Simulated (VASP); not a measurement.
# InP (F-43m) in VASP: further runs

The runs below take InP through relaxation of cell and atoms, with PBEsol.

All numbers are computed with VASP 6.6.1; they aren't measurements. Logs are shortened: lines on timing, memory, paths and dates and some standing lists are left out, and cuts for length are marked.

## Step 1: The crystal as given

Symmetry: F-43m, No. 216, cubic system. Conventional cell: a = 5.861 Å, b = 5.861 Å, c = 5.861 Å, α = 90.00°, β = 90.00°, γ = 90.00°. Around In (site symmetry -43m) lie 4 P at 2.54 Å. P (site symmetry -43m) is surrounded by 4 In at 2.54 Å.

## Step 2: Relaxation of cell and atoms, PBEsol

Input file INCAR:

```
SYSTEM = InP
ALGO = Normal
EDIFF = 1E-6
EDIFFG = -0.01
ENCUT = 600
GGA = PS
IBRION = 2
ISIF = 3
ISMEAR = 0
LASPH = .True.
LCHARG = .False.
LREAL = .False.
LWAVE = .False.
NELM = 80
NSW = 90
PREC = Accurate
SIGMA = 0.03
```

Input file KPOINTS:

```
k-points
0
Gamma
  8 8 8
  0 0 0
```

Input file POSCAR:

```
InP
1.0
    0.0000000000      2.9305000000      2.9305000000
    2.9305000000      0.0000000000      2.9305000000
    2.9305000000      2.9305000000      0.0000000000
In P
1 1
Direct
    0.0000000000      0.0000000000      0.0000000000
    0.2500000000      0.2500000000      0.2500000000
```

Potentials or basis: VASP PAW PBE potentials, release 64 (In_d, P).

Launch:

```bash
cat potpaw_PBE.64/In_d/POTCAR potpaw_PBE.64/P/POTCAR > POTCAR
mpirun -np 1 vasp_std > vasp.out
```

OUTCAR:

```text
SYSTEM = InP
   EDIFF = 1E-6
   EDIFFG = -0.01
   ENCUT = 600
   GGA = PS
   IBRION = 2
   ISIF = 3
   ISMEAR = 0
   LASPH = .True.
   LREAL = .False.
   NELM = 80
   NSW = 90
   PREC = Accurate

 ion  position               nearest neighbor table
   1  0.000  0.000  0.000-   2 2.54   2 2.54   2 2.54   2 2.54
   2  0.250  0.250  0.250-   1 2.54   1 2.54   1 2.54   1 2.54

  LATTYP: Found a face centered cubic cell.
 ALAT       =     5.8610000000

  Lattice vectors:

 A1 = (   0.0000000000,   2.9305000000,   2.9305000000)
 A2 = (   2.9305000000,   0.0000000000,   2.9305000000)
 A3 = (   2.9305000000,   2.9305000000,   0.0000000000)

Analysis of symmetry for initial positions (statically):
=====================================================================
 Subroutine PRICEL returns:
 Original cell was already a primitive cell.

 Routine SETGRP: Setting up the symmetry group for a
 face centered cubic supercell.

 Subroutine GETGRP returns: Found 24 space group operations
 (whereof 24 operations were pure point group operations)
 out of a pool of 48 trial point group operations.

The static configuration has the point symmetry T_d .

Analysis of symmetry for dynamics (positions and initial velocities):
=====================================================================
 Subroutine PRICEL returns:
 Original cell was already a primitive cell.

 Routine SETGRP: Setting up the symmetry group for a
 face centered cubic supercell.

 Subroutine GETGRP returns: Found 24 space group operations
 (whereof 24 operations were pure point group operations)
 out of a pool of 48 trial point group operations.

The dynamic configuration has the point symmetry T_d .

 Subroutine INISYM returns: Found 24 space group operations
 (whereof 24 operations are pure point group operations),
 and found     1 'primitive' translations

----------------------------------------------------------------------------------------

                                     Primitive cell

  volume of cell :      50.3333

  direct lattice vectors                    reciprocal lattice vectors
     0.000000000  2.930500000  2.930500000    -0.170619348  0.170619348  0.170619348
     2.930500000  0.000000000  2.930500000     0.170619348 -0.170619348  0.170619348
     2.930500000  2.930500000  0.000000000     0.170619348  0.170619348 -0.170619348

  length of vectors
     4.144352845  4.144352845  4.144352845     0.295521380  0.295521380  0.295521380

  position of ions in fractional coordinates (direct lattice)
     0.000000000  0.000000000  0.000000000
     0.250000000  0.250000000  0.250000000

  ion indices of the primitive-cell ions
   primitive index   ion index
                 1           1
                 2           2

----------------------------------------------------------------------------------------

 KPOINTS: k-points

Automatic generation of k-mesh.
 Grid dimensions read from file:
 generate k-points for:    8    8    8

 Generating k-lattice:

  Cartesian coordinates                     Fractional coordinates (reciprocal lattice)
    -0.021327419  0.021327419  0.021327419     0.125000000  0.000000000  0.000000000
     0.021327419 -0.021327419  0.021327419     0.000000000  0.125000000  0.000000000
     0.021327419  0.021327419 -0.021327419     0.000000000  0.000000000  0.125000000

  Length of vectors
     0.036940172  0.036940172  0.036940172

  Shift w.r.t. Gamma in fractional coordinates (k-lattice)
     0.000000000  0.000000000  0.000000000

 Subroutine IBZKPT returns following result:
 ===========================================

 Found     29 irreducible k-points:

 Following reciprocal coordinates:
            Coordinates               Weight
  0.000000  0.000000  0.000000      1.000000
  0.125000  0.000000  0.000000      8.000000
  0.250000  0.000000  0.000000      8.000000
  0.375000  0.000000  0.000000      8.000000
  0.500000  0.000000  0.000000      4.000000
  0.125000  0.125000  0.000000      6.000000
[... 16 lines left out ...]
  0.500000  0.250000  0.125000     48.000000
 -0.375000  0.250000  0.125000     24.000000
 [... further k-points ...]
   k-points           NKPTS =     29   k-points in BZ     NKDIM =     29   number of bands    NBANDS=     13
   number of dos      NEDOS =    301   number of ions     NIONS =      2
   total plane-waves  NPLWV =  46656
   dimension x,y,z NGX =    36 NGY =   36 NGZ =   36
   dimension x,y,z NGXF=    72 NGYF=   72 NGZF=   72
   ions per type =               1   1
   NGX,Y,Z   is equivalent  to a cutoff of  14.44, 14.44, 14.44 a.u.
   NGXF,Y,Z  is equivalent  to a cutoff of  28.88, 28.88, 28.88 a.u.
 SYSTEM =  InP
   PREC   = accura    normal or accurate (medium, high low for compatibility)
   ISTART =      0    job   : 0-new  1-cont  2-samecut
   ICHARG =      2    charge: 1-file 2-atom 10-const
   ISPIN  =      1    spin polarized calculation?
   LNONCOLLINEAR =      F non collinear calculations
   LSORBIT =      F    spin-orbit coupling
   LASPH  =      T    aspherical Exc in radial PAW
   ENCUT  =  600.0 eV  44.10 Ry    6.64 a.u.   8.28  8.28  8.28*2*pi/ulx,y,z
   NELM   =     80;   NELMIN=  2; NELMDL= -5     # of ELM steps
   EDIFF  = 0.1E-05   stopping-criterion for ELM
   LREAL  =      F    real-space projection
   EDIFFG = -.1E-01   stopping-criterion for IOM
   NSW    =     90    number of steps for IOM
   IBRION =      2    ionic relax: 0-MD 1-quasi-New 2-CG
   NFREE  =      1    steps in history (QN), initial steepest desc. (CG)
   ISIF   =      3    stress and relaxation
   ISYM   =      2    0-nonsym 1-usesym 2-fastsym
   POTIM  = 0.5000    time-step for ionic-motion
   TEBEG  =    0.0;   TEEND  =   0.0 temperature during run
   PSTRESS=    0.0 pullay stress
   NELECT =      18.0000    total number of electrons
   NUPDOWN=      -1.0000    fix difference up-down
   EMIN   =  10.00;   EMAX   =-10.00  energy-range for DOS
   EFERMI =   0.00;   METHOD = LEGACY
   ISMEAR =     0;   SIGMA  =   0.03  broadening in eV -4-tet -1-fermi 0-gaus
   EFERMI_NEDOS =   21; number of points for ismear=-14 and -15
   IALGO  =     38    algorithm
   IMIX   =      4    mixing-type and parameters
     AMIX     =   0.40;   BMIX     =  1.00
     AMIX_MAG =   1.60;   BMIX_MAG =  1.00
  volume/ion in A,a.u.               =      25.17       169.83
  Fermi-wavevector in a.u.,A,eV,Ry     =   1.162021  2.195901 18.371846  1.350293
  Thomas-Fermi vector in A             =   2.298587
   LORBIT       =      0    0 simple, 1 ext, 2 COOP (PROOUT), +10 PAW based schemes
   GGA     = PS    functional components
   LHFCALC =     F    Hartree Fock is set to
   AEXX    =    0.0000 exact exchange contribution
   IVDW    =     0    specifies the selected vdW correction
   LEPSILON=     F    determine dielectric tensor
   LRPA    =     F    only Hartree local field effects (RPA)
 conjugate gradient relaxation of ions
 non-spin polarized calculation
 Gauss-broadening in eV      SIGMA  =   0.03
  energy-cutoff  :      600.00
  volume of cell :       50.33
 maximum number of plane-waves:      1700
 NGX is ok and might be reduce to    36
   NGX = 17   NGY = 17   NGZ = 17

--------------------------------------- Ionic step        1  -------------------------------------------

 number of electron      17.9999998 magnetization

 Free energy of the ion-electron system (eV)
  ---------------------------------------------------
  ext. energy  EPLUGINS =         0.00000000
  ---------------------------------------------------
  free energy    TOTEN  =        -9.15420227 eV

  energy without entropy =       -9.15420227  energy(sigma->0) =       -9.15420227

------------------------ aborting loop because EDIFF is reached ----------------------------------------

  FORCE on cell =-STRESS in cart. coord.  units (eV):
  Direction    XX          YY          ZZ          XY          YZ          ZX
  --------------------------------------------------------------------------------------
  -------------------------------------------------------------------------------------
  Total        0.1927368      0.1927368      0.1927368      0.0000000      0.0000000      0.0000000
  in kB        6.1350783      6.1350783      6.1350783      0.0000000      0.0000000      0.0000000
  external PRESSURE =       6.1350783 kB  Pullay stress =       0.0000000 kB
[... 57 lines left out ...]
  energy  without entropy=       -9.1548196707  energy(sigma->0) =       -9.15481967

--------------------------------------- Ionic step        3  -------------------------------------------

 number of electron      17.9999998 magnetization

 Free energy of the ion-electron system (eV)
  ---------------------------------------------------
  ext. energy  EPLUGINS =         0.00000000
  ---------------------------------------------------
  free energy    TOTEN  =        -9.15507187 eV

  energy without entropy =       -9.15507187  energy(sigma->0) =       -9.15507187

 E-fermi :   5.1924     XC(G=0):  -9.4390

 val. band max:        4.9938460224   @ k =   0.0000   0.0000   0.0000
 cond. band min:       5.5600274206   @ k =   0.0000   0.0000   0.0000
 fundamental gap:      0.5661813982
 Fermi energy:         5.1923669079

 k-point     1 :       0.0000    0.0000    0.0000
  band No.  band energies     occupation
      1      -9.1376      2.00000
      2      -9.1376      2.00000
      3      -9.1376      2.00000
      4      -8.9876      2.00000
      5      -8.9876      2.00000
      6      -6.4923      2.00000
      7       4.9938      2.00000
      8       4.9938      2.00000
      9       4.9938      2.00000
     10       5.5600      0.00000
     11       9.0098      0.00000
     12       9.0098      0.00000
     13       9.0098      0.00000
[... 353 lines left out ...]
 k-point    24 :      -0.3750    0.2500    0.1250
  band No.  band energies     occupation
      1      -9.2687      2.00000
      2      -9.0900      2.00000
      3      -9.0701      2.00000
      4      -8.9931      2.00000
      5      -8.9748      2.00000
      6      -4.4547      2.00000
      7      -0.5732      2.00000
      8       2.2830      2.00000
      9       3.3562      2.00000
     10       8.0707      0.00000
     11       9.0722      0.00000
     12      10.7919      0.00000
     13      12.1029      0.00000

 [... further k-points ...]
[... 5 lines left out ...]
  --------------------------------------------------------------------------------------
  -------------------------------------------------------------------------------------
  Total       -0.0027194     -0.0027194     -0.0027194      0.0000000      0.0000000     -0.0000000
  in kB       -0.0857854     -0.0857854     -0.0857854      0.0000000      0.0000000     -0.0000000
  external PRESSURE =      -0.0857854 kB  Pullay stress =       0.0000000 kB
[... 17 lines left out ...]
  FREE ENERGIE OF THE ION-ELECTRON SYSTEM (eV)
  ---------------------------------------------------
  free  energy   TOTEN  =        -9.1550718674 eV

  energy  without entropy=       -9.1550718674  energy(sigma->0) =       -9.15507187

 reached required accuracy - stopping structural energy minimisation
```

Run time: 26 s. Hardware: 1 thread of Intel Xeon 6975P-C (Granite Rapids), shared host; peak memory 0.22 GiB.

What came out:

| Item | Value |
| --- | --- |
| Free energy | -9.1551 eV |
| Relaxed volume | 25.39 Å³/atom |
| Relaxed cell | a = 4.157 Å, b = 4.157 Å, c = 4.157 Å, α = 60.00°, β = 60.00°, γ = 60.00° |
| Space group after relaxing (to 0.05 Å) | F-43m (No. 216) |
| Energy gained by relaxing | 0.4 meV/atom |
| Ionic steps | 3 |
| Pressure after relaxing | 0.0 GPa |
| Band gap on the k mesh | 0.57 eV, direct |

Step by step:
| step | energy change (eV) | largest force (eV/Å) | pressure (GPa) | volume (Å³) |
| --- | --- | --- | --- | --- |
| 1 | 0.0000 | 0.0000 | 0.61 | 50.33 |
| 2 | -0.0006 | 0.0000 | -0.30 | 51.04 |
| 3 | -0.0009 | 0.0000 | -0.01 | 50.79 |

Final structure:
```xyz
2
Lattice="0.0000 2.9393 2.9393 2.9393 0.0000 2.9393 2.9393 2.9393 0.0000" Properties=species:S:1:pos:R:3 pbc="T T T"
In    0.0000    0.0000    0.0000
P     1.4697    1.4697    1.4697
```

Caveat: the PAW data sets were made with another functional, which shifts forces and pressure a little; spin-orbit coupling is left out, which moves the levels of the heavy elements. Zero-point motion and thermal expansion aren't in these numbers.

## Step 3: Relaxation of cell and atoms, PBEsol

This run uses another cell than the first one, of 25.39 Å³/atom, 1.009 times its volume.

INCAR, as its differences from that of step 2:

```diff
@@ -2,4 +2,4 @@
 ALGO = Normal
-EDIFF = 1E-6
-EDIFFG = -0.01
+EDIFF = 1E-7
+EDIFFG = -0.005
 ENCUT = 600
```

KPOINTS is that of step 2.

Input file POSCAR:

```
InP                                     
1.0
   -0.0000000000      2.9393308163      2.9393308163
    2.9393308163      0.0000000000      2.9393308163
    2.9393308163      2.9393308163      0.0000000000
  In              P             
     1     1
Direct
     0.0000000000000000    0.0000000000000000    0.0000000000000000
     0.2500000000000000    0.2500000000000000    0.2500000000000000
```

Potentials or basis: VASP PAW PBE potentials, release 64 (In_d, P).

Launch:

```bash
cat potpaw_PBE.64/In_d/POTCAR potpaw_PBE.64/P/POTCAR > POTCAR
mpirun -np 1 vasp_std > vasp.out
```

OUTCAR:

```text
SYSTEM = InP
   EDIFF = 1E-7
   EDIFFG = -0.005
   ENCUT = 600
   GGA = PS
   IBRION = 2
   ISIF = 3
   ISMEAR = 0
   LASPH = .True.
   LREAL = .False.
   NELM = 80
   NSW = 90
   PREC = Accurate

 ion  position               nearest neighbor table
   1  0.000  0.000  0.000-   2 2.55   2 2.55   2 2.55   2 2.55
   2  0.250  0.250  0.250-   1 2.55   1 2.55   1 2.55   1 2.55

  LATTYP: Found a face centered cubic cell.
 ALAT       =     5.8786616326

  Lattice vectors:

 A1 = (   0.0000000000,   2.9393308163,   2.9393308163)
 A2 = (   2.9393308163,   0.0000000000,   2.9393308163)
 A3 = (   2.9393308163,   2.9393308163,   0.0000000000)

Analysis of symmetry for initial positions (statically):
=====================================================================
 Subroutine PRICEL returns:
 Original cell was already a primitive cell.

 Routine SETGRP: Setting up the symmetry group for a
 face centered cubic supercell.

 Subroutine GETGRP returns: Found 24 space group operations
 (whereof 24 operations were pure point group operations)
 out of a pool of 48 trial point group operations.

The static configuration has the point symmetry T_d .

[... 170 lines left out ...]
 k-point     1 :       0.0000    0.0000    0.0000
  band No.  band energies     occupation
      1      -9.1377      2.00000
      2      -9.1377      2.00000
      3      -9.1377      2.00000
      4      -8.9876      2.00000
      5      -8.9876      2.00000
      6      -6.4925      2.00000
      7       4.9936      2.00000
      8       4.9936      2.00000
      9       4.9936      2.00000
     10       5.5598      0.00000
     11       9.0098      0.00000
     12       9.0098      0.00000
     13       9.0098      0.00000
[... 354 lines left out ...]
  band No.  band energies     occupation
      1      -9.2688      2.00000
      2      -9.0901      2.00000
      3      -9.0702      2.00000
      4      -8.9932      2.00000
      5      -8.9749      2.00000
      6      -4.4550      2.00000
      7      -0.5733      2.00000
      8       2.2829      2.00000
      9       3.3560      2.00000
     10       8.0705      0.00000
     11       9.0720      0.00000
     12      10.7918      0.00000
     13      12.1026      0.00000

 [... further k-points ...]
[... 5 lines left out ...]
  --------------------------------------------------------------------------------------
  -------------------------------------------------------------------------------------
  Total       -0.0019639     -0.0019639     -0.0019639      0.0000000      0.0000000      0.0000000
  in kB       -0.0619519     -0.0619519     -0.0619519      0.0000000      0.0000000      0.0000000
  external PRESSURE =      -0.0619519 kB  Pullay stress =       0.0000000 kB

 VOLUME and BASIS-vectors are now :
 -----------------------------------------------------------------------------
  energy-cutoff  :      600.00
  volume of cell :       50.79
      direct lattice vectors                 reciprocal lattice vectors
     0.000000000  2.939330816  2.939330816    -0.170106746  0.170106746  0.170106746
     2.939330816  0.000000000  2.939330816     0.170106746 -0.170106746  0.170106746
     2.939330816  2.939330816  0.000000000     0.170106746  0.170106746 -0.170106746

 POSITION                                       TOTAL-FORCE (eV/Angst)
 -----------------------------------------------------------------------------------
      0.00000      0.00000      0.00000        -0.000000     -0.000000     -0.000000
      1.46967      1.46967      1.46967         0.000000      0.000000      0.000000
 -----------------------------------------------------------------------------------
    total drift:                               -0.000000     -0.000000     -0.000000

  FREE ENERGIE OF THE ION-ELECTRON SYSTEM (eV)
  ---------------------------------------------------
  free  energy   TOTEN  =        -9.1551302361 eV

  energy  without entropy=       -9.1551302361  energy(sigma->0) =       -9.15513024

 reached required accuracy - stopping structural energy minimisation
```

OSZICAR:

```text
N       E                     dE             d eps       ncg     rms          rms(c)
DAV:   1     0.118329640606E+03    0.11833E+03   -0.93249E+03   754   0.171E+03
DAV:   2    -0.202556147176E+00   -0.11853E+03   -0.11478E+03   764   0.347E+02
DAV:   3    -0.928476854690E+01   -0.90822E+01   -0.89991E+01   969   0.962E+01
DAV:   4    -0.954707423416E+01   -0.26231E+00   -0.26207E+00   879   0.173E+01
DAV:   5    -0.955726120851E+01   -0.10187E-01   -0.10187E-01  1149   0.321E+00    0.541E+00
DAV:   6    -0.919052066019E+01    0.36674E+00   -0.69308E-01  1121   0.163E+01    0.321E+00
DAV:   7    -0.915772514250E+01    0.32796E-01   -0.17347E-01  1075   0.411E+00    0.110E+00
DAV:   8    -0.915492304282E+01    0.28021E-02   -0.15495E-02  1003   0.180E+00    0.354E-01
DAV:   9    -0.915508748862E+01   -0.16445E-03   -0.17448E-03   977   0.670E-01    0.169E-01
DAV:  10    -0.915510590050E+01   -0.18412E-04   -0.16628E-04   905   0.108E-01    0.113E-01
DAV:  11    -0.915512931349E+01   -0.23413E-04   -0.30178E-05   890   0.517E-02    0.189E-02
DAV:  12    -0.915513027351E+01   -0.96002E-06   -0.14294E-05   969   0.809E-02    0.170E-02
DAV:  13    -0.915513023613E+01    0.37376E-07   -0.90247E-07   982   0.103E-02
   1 F= -.91551302E+01 E0= -.91551302E+01  d E =-.915513E+01
```

CONTCAR:

```text
InP
   1.00000000000000
     0.0000000000000000    2.9393308163000000    2.9393308163000000
     2.9393308163000000    0.0000000000000000    2.9393308163000000
     2.9393308163000000    2.9393308163000000    0.0000000000000000
  In              P
     1     1
Direct
     0.0000000000000000    0.0000000000000000    0.0000000000000000
     0.2500000000000000    0.2500000000000000    0.2500000000000000

  0.00000000E+00  0.00000000E+00  0.00000000E+00
  0.00000000E+00  0.00000000E+00  0.00000000E+00
```

Wall time 14 s (1 thread of Intel Xeon 6975P-C (Granite Rapids), shared host); peak memory 0.21 GiB.

What came out:

* Free energy: -9.1551 eV
* Pressure after relaxing: 0.0 GPa
* Band gap on the k mesh: 0.57 eV, direct

Final structure:
```xyz
2
Lattice="0.0000 2.9393 2.9393 2.9393 0.0000 2.9393 2.9393 2.9393 0.0000" Properties=species:S:1:pos:R:3 pbc="T T T"
In    0.0000    0.0000    0.0000
P     1.4697    1.4697    1.4697
```

Levels at points of the mesh, in eV from the valence-band top:
| k point | band 5 | band 6 | band 7 | band 8 | band 9 | band 10 | band 11 | band 12 | band 13 |
| --- | --- | --- | --- | --- | --- | --- | --- | --- | --- |
| (0.00, 0.00, 0.00) | -13.98 | -11.49 | 0.00 | 0.00 | 0.00 | 0.57 | 4.02 | 4.02 | 4.02 |
| (0.50, 0.00, 0.00) | -13.97 | -9.77 | -5.75 | -0.97 | -0.97 | 1.38 | 4.73 | 4.73 | 6.93 |
| (0.50, 0.50, 0.00) | -13.95 | -9.11 | -5.78 | -2.32 | -2.32 | 1.65 | 2.17 | 9.04 | 9.47 |

Caveat: the relaxation stopped at its first step, so nothing moved; the PAW data sets were made with another functional, which shifts forces and pressure a little; spin-orbit coupling is left out, which moves the levels of the heavy elements. As with any semilocal functional, this PBEsol gap is likely too small.
